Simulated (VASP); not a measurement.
Write the native input for VASP 6.6.1 that does the following.

```yaml
Task: band structure
Functional: AM05
Potentials_or_basis: VASP PAW PBE potentials, release 64 (W_sv)
Cutoff: 520 eV
k_mesh: 12 × 12 × 12
Occupations: fermi-dirac, width 0.05 eV
Spin: no spin polarisation
Further_INCAR_settings: ALGO = Normal; EDIFF = 1e-06; NBANDS = 13
```

The structure of W lies in POSCAR:

```
W
1.0
   -1.5823450000      1.5823450000      1.5823450000
    1.5823450000     -1.5823450000      1.5823450000
    1.5823450000      1.5823450000     -1.5823450000
W
1
Direct
    0.0000000000      0.0000000000      0.0000000000
```

The input as run:

INCAR

```
SYSTEM = W
PREC = Accurate
ENCUT = 520
EDIFF = 1E-6
ISMEAR = -1
SIGMA = 0.05
LREAL = .False.
LASPH = .True.
NELM = 80
ALGO = Normal
ISIF = 2
LWAVE = .False.
LCHARG = .False.
LMAXMIX = 4
GGA = AM
NBANDS = 13
```

KPOINTS

```
regular mesh
0
Gamma
  12 12 12
  0 0 0
```

KPOINTS_OPT

```
path GHNGPH,PN
10
line-mode
reciprocal
 0.0000000000  0.0000000000  0.0000000000  G
 0.5000000000 -0.5000000000  0.5000000000  H

 0.5000000000 -0.5000000000  0.5000000000  H
 0.0000000000  0.0000000000  0.5000000000  N

 0.0000000000  0.0000000000  0.5000000000  N
 0.0000000000  0.0000000000  0.0000000000  G

 0.0000000000  0.0000000000  0.0000000000  G
 0.2500000000  0.2500000000  0.2500000000  P

 0.2500000000  0.2500000000  0.2500000000  P
 0.5000000000 -0.5000000000  0.5000000000  H

 0.2500000000  0.2500000000  0.2500000000  P
 0.0000000000  0.0000000000  0.5000000000  N
```

Potentials or basis: VASP PAW PBE potentials, release 64 (W_sv).

The run is started by

```console
$ cat potpaw_PBE.64/W_sv/POTCAR > POTCAR
$ mpirun -np 1 vasp_std > vasp.out
```

It gave:

```json
{
 "Pressure": "-4.0 GPa",
 "Band gap along the path": "none (metal or under the smearing width)"
}
```

Caveat: the PAW data sets were made with another functional, which shifts forces and pressure a little; spin-orbit coupling is left out, which moves the levels of the heavy elements.

It took 10 s on 1 thread of Intel(R) Xeon(R) Platinum 8488C (Sapphire Rapids), with other jobs on the host, peak memory 0.14 GiB.
